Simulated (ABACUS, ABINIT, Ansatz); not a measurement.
# The equilibrium volume of Ge, sorted by core time

```xyz
2
Lattice="-2.5745 2.5745 1.3974 2.5745 -2.5745 1.3974 2.5745 2.5745 -1.3974" Properties=species:S:1:pos:R:3 pbc="T T T"
Ge    0.0000    0.0000    1.3974
Ge    2.5745    0.0000    0.6987
```

This isn't the form of Ge at room conditions, which is diamond.

```csv
rung,level,program and potentials,cutoff (eV),k mesh,smearing,core time,chip,equilibrium volume (Å³/atom),notes
GGA + dispersion,PBEsol+D4,"Ansatz, all-electron LAPW, scalar-relativistic",-,11 × 11 × 11,fermi-dirac 0.05,28 s,AMD EPYC 9R45 Zen 5,17.95,-
GGA,PBEsol,"Ansatz, all-electron LAPW, scalar-relativistic",-,11 × 11 × 11,fermi-dirac 0.05,42 s,Intel Xeon Platinum 8488C Sapphire Rapids,18.39,-
GGA,BLYP,"Ansatz, all-electron LAPW, scalar-relativistic",-,11 × 11 × 11,fermi-dirac 0.05,65 s,Arm Neoverse V2,21.30,-
LDA,LDA,"Ansatz, all-electron LAPW, scalar-relativistic",-,11 × 11 × 11,fermi-dirac 0.05,78 s,Arm Neoverse V1,17.95,-
GGA + dispersion,PBEsol+D3(BJ),"Ansatz, all-electron LAPW, scalar-relativistic",-,11 × 11 × 11,fermi-dirac 0.05,85 s,Arm Neoverse V1,17.69,-
GGA + dispersion,BLYP+D3(BJ),"Ansatz, all-electron LAPW, scalar-relativistic",-,11 × 11 × 11,fermi-dirac 0.05,94 s,Arm Neoverse V1,19.20,-
GGA + dispersion,BLYP+D4,"Ansatz, all-electron LAPW, scalar-relativistic",-,11 × 11 × 11,fermi-dirac 0.05,3.1 min,Intel Xeon Skylake/Cascade Lake,19.45,-
GGA,AM05,"ABACUS, PseudoDojo NC SR 0.4.1 PBEsol standard, plane waves",1075,9 × 9 × 9,fermi-dirac 0.05,3.2 min,AMD EPYC 7R43 Zen 3,18.21,potentials made for PBEsol; 14 valence electrons an atom on average
LDA,LDA,"ABACUS, PseudoDojo NC SR 0.4.1 LDA stringent, plane waves",1687,9 × 9 × 9,fermi-dirac 0.05,9.8 min,Intel Xeon Platinum 8488C Sapphire Rapids,17.98,22 valence electrons an atom on average
LDA,LDA,"ABINIT, PseudoDojo NC SR LDA v0.4.1 standard",1088,8 × 8 × 8,fermi-dirac 0.05,15 min,Arm Neoverse V2,17.95,14 valence electrons an atom on average
```

Times are single runs on shared hosts and different chips, so they are rough; meshes, cutoffs and the tasks' sizes weigh on the time. Task: relaxation of cell and atoms. All rows: no spin polarisation. Smearing widths are in eV. For a metal such meshes aren't converged. Meshes differ between rows, which moves values too. Meshes are those of the run's cell of 2 atoms unless a note names another. Relaxations start from the cell shown or near it and stop with a little pressure left. Runs on faulty files, with rough fits or with known faults for this quantity aren't shown. PBE isn't shown for this crystal. No row holds spin-orbit coupling.

By rung: LDA 17.95 to 17.98; GGA + dispersion 17.69 to 19.45; GGA 18.21 to 21.30 (Å³/atom).

The cell is that of β-tin, the metallic high-pressure form of Ge, and its volume depends far more on the functional than on the code: the three LDA results span only 17.95 to 17.98 Å³/atom, whereas BLYP without dispersion reaches 21.30. PBEsol, at 18.39, stays much closer to LDA. Its gradient terms are built for slowly varying densities, while BLYP favours inhomogeneous density more strongly and its correlation part misses the uniform-gas limit, a poor basis for a metal with delocalised s-p bonding.

Dispersion contracts the cell in every pairing, and much more for BLYP than for PBEsol. As the correction is fitted to each parent functional, the large BLYP shift probably makes up for missing metallic cohesion as well as van der Waals attraction, which itinerant electrons would screen. The match between PBEsol+D4 and LDA at 17.95 is therefore no sign of shared physics. These zero-pressure volumes can't be set directly against values measured under compression, and they don't give the transition pressure from diamond.
